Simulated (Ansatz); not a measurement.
# The equilibrium volume of Nb, sorted by core time

```
Nb
1.0
    -1.66395    1.66395    1.66395
     1.66395   -1.66395    1.66395
     1.66395    1.66395   -1.66395
Nb
1
Direct
  0.00000 0.00000 0.00000
```

```csv
rung,level,program and potentials,cutoff (eV),k mesh,smearing,task,spin,core time,chip,equilibrium volume (Å³/atom),miss,notes
meta-GGA + dispersion,r2SCAN+D3(BJ),"Ansatz, Ansatz PAW",500,11 × 11 × 11,fermi-dirac 0.05,relaxation of cell and atoms,off,3.9 s,Intel Xeon 6975P-C Granite Rapids,17.78,-1.1 %,"potentials made for PBE, which Ansatz adapts in part"
GGA + dispersion,PBE+D3(BJ),"Ansatz, Ansatz PAW",420,11 × 11 × 11,fermi-dirac 0.05,relaxation of cell and atoms,off,4.1 s,Intel Xeon,17.50,-2.7 %,-
GGA + dispersion,PBEsol+D3(BJ),"Ansatz, Ansatz PAW",420,11 × 11 × 11,fermi-dirac 0.05,relaxation of cell and atoms,off,4.3 s,Intel Xeon,(a),?,"potentials made for PBE, which Ansatz adapts in part"
GGA + dispersion,BLYP+D3(BJ),"Ansatz, Ansatz PAW",420,11 × 11 × 11,fermi-dirac 0.05,relaxation of cell and atoms,off,5.8 s,Intel Xeon,17.11,-4.8 %,"potentials made for PBE, which Ansatz adapts in part"
GGA + dispersion,revPBE+D3(BJ),"Ansatz, Ansatz PAW",420,11 × 11 × 11,fermi-dirac 0.05,relaxation of cell and atoms,off,6.1 s,Intel Xeon,17.09,-4.9 %,"potentials made for PBE, which Ansatz adapts in part"
GGA,PBEsol,"Ansatz, Ansatz PAW",420,11 × 11 × 11,fermi-dirac 0.05,equation of state,"SOC, no magnetisation",12 s,Intel Xeon 6975P-C Granite Rapids,17.59,-2.2 %,"potentials made for PBE, which Ansatz adapts in part"
meta-GGA,r2SCAN,"Ansatz, Ansatz PAW",500,11 × 11 × 11,fermi-dirac 0.05,equation of state,off,32 s,Intel Xeon Skylake/Cascade Lake,18.09,+0.6 %,"potentials made for PBE, which Ansatz adapts in part"
hybrid,B3LYP,"Ansatz, Ansatz PAW",420,6 × 6 × 6,fermi-dirac 0.05,relaxation of cell and atoms,off,53 s,Intel Xeon,18.03,+0.3 %,"coarse mesh; potentials made for PBE, which Ansatz adapts in part"
hybrid,HSEsol,"Ansatz, Ansatz PAW",420,6 × 6 × 6,fermi-dirac 0.05,relaxation of cell and atoms,off,61 s,Intel Xeon,17.05,-5.2 %,"coarse mesh; potentials made for PBE, which Ansatz adapts in part"
Hartree-Fock,HF,"Ansatz, Ansatz PAW",420,6 × 6 × 6,fermi-dirac 0.05,relaxation of cell and atoms,off,65 s,Intel Xeon,18.34,+2.0 %,"coarse mesh; potentials made for PBE, which Ansatz adapts in part"
hybrid,PBE0,"Ansatz, Ansatz PAW",420,6 × 6 × 6,fermi-dirac 0.05,relaxation of cell and atoms,off,74 s,Intel Xeon,17.42,-3.1 %,"coarse mesh; potentials made for PBE, which Ansatz adapts in part"
```

Times are single runs on shared hosts and different chips, so they are rough; meshes, cutoffs and the tasks' sizes weigh on the time. Smearing widths are in eV. For a metal such meshes aren't converged. Meshes differ between rows, which moves values too. Meshes are those of the run's cell of 1 atom unless a note names another. Relaxations start from the cell shown or near it and stop with a little pressure left. The cell shown, of 18.43 Å³ an atom, is the runs' start and not the measured value. Misses use the values as printed. Runs on faulty files, with rough fits or with known faults for this quantity aren't shown.

Measured: 17.98 Å³/atom at 291.15 K (a printed reference work). The runs are for a static lattice.

Estimate the value left out from the other rows.

(a) 16.90 Å³/atom, miss -6.0 %.
